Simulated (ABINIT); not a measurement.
HfN:

```xyz
2
Lattice="0.0000 2.2560 2.2560 2.2560 0.0000 2.2560 2.2560 2.2560 0.0000" Properties=species:S:1:pos:R:3 pbc="T T T"
Hf    0.0000    0.0000    0.0000
N     2.2560    2.2560    2.2560
```

```yaml
Program: ABINIT 10.8.3 (patched build)
Task: relaxation of cell and atoms
Functional: PBE
Potentials_or_basis: JTH PAW PBE v2.0
Cutoff: 707 eV
k_mesh: 10 × 10 × 10
Occupations: fermi-dirac, width 0.05 eV
Spin: no spin polarisation
```

At the start: pressure 5.0 GPa; volume 11.48 Å³/atom.

Problem. How do energy, volume and symmetry change on relaxing?

Solution. Over 4 steps the energy falls by 3.2 meV/atom and the volume is 11.69 Å³/atom (+1.8 %); space group Fm-3m (No. 225, to 0.05 Å).

The path:
```csv
step,energy change (eV),largest force (eV/Å),pressure (GPa),volume (Å³)
1,0.0000,0.0000,4.99,22.96
2,-0.0062,0.0000,0.71,23.32
3,-0.0063,0.0000,0.02,23.38
4,-0.0063,0.0000,0.00,23.38
```

Final structure:
```xyz
2
Lattice="0.0000 2.2695 2.2695 2.2695 0.0000 2.2695 2.2695 2.2695 0.0000" Properties=species:S:1:pos:R:3 pbc="T T T"
Hf    0.0000    0.0000    0.0000
N     2.2695    2.2695    2.2695
```
